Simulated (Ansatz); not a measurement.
# Sb: convergence with LAPW's plane-wave cutoff

The task here is to estimate one member of a computed series from the others.

Method: DFT, PBE, all-electron LAPW, scalar-relativistic, in Ansatz 0.2.0.

## The starting structure

The structure is cubic, space group Pm-3m (No. 221). Conventional cell: a = 3.160 Å, b = 3.160 Å, c = 3.160 Å, α = 90.00°, β = 90.00°, γ = 90.00°. Around Sb (site symmetry m-3m) lie 6 Sb at 3.16 Å.

Structure file:

```
Sb
1.0
     3.16000    0.00000    0.00000
     0.00000    3.16000    0.00000
     0.00000    0.00000    3.16000
Sb
1
Direct
  0.00000 0.00000 0.00000
```

The cell comes from a crystallographic database entry that wasn't checked; take it as a given geometry, which may be far from equilibrium.

Set-up of the first run:

The input, input.yaml:

```yaml
crystal:
  lattice:
    - [3.16, 0.0, 0.0]
    - [0.0, 3.16, 0.0]
    - [0.0, 0.0, 3.16]
  atoms:
    - { symbol: Sb, position: [0.0, 0.0, 0.0] }
kpoints:
  mp_grid: { grid: [13, 13, 13] }
scf:
  occupations: { method: fermi_dirac, width: 0.05 }
hamiltonian:
  xc: pbe
  pseudopotentials: { kind: all_electron, lapw: { basis_error: 0.001 } }
output:
  forces: true
  stress: true
  eigenvalues: true
basis:
  ecutwfc: 120
```

Started as:

```
$ ansatz run input.yaml --threads 1 --pin off --max-ram 2048MiB --backend cpu --events-out ev --progress --plain --runs-dir out
```

Steps of the session up to this table: With plane-wave cutoff typed as 120 eV; With plane-wave cutoff typed as 150 eV; With plane-wave cutoff typed as 260 eV; With plane-wave cutoff typed as 320 eV.

One table of the session follows, with a row left open; its other results are not shown here.

```
cutoff (eV)  pressure (GPa)
        120           -2.43
        150               ?
        260           -2.50
        320           -2.50
```

Q: Estimate the row for cutoff (eV) = 150 from the others.

Worked estimate for «pressure (GPa)». A straight line through the neighbours (120, -2.43) and (260, -2.50) gives -2.43 + (-2.50 + 2.43) × (150 − 120) / (260 − 120) = -2.45; a parabola fitted to 3 rows on both sides gives -2.45.

As computed: pressure (GPa): -2.48. In «pressure (GPa)» the line misses by +0.03 and the parabola by +0.03. The values bend between the rows more than so simple an estimate can follow.

Energies are those extrapolated to zero smearing.

Caveats from the session: Spin-orbit coupling is left out, though the cell holds Sb; in elements this heavy it can shift bands and gaps by tenths of an eV.
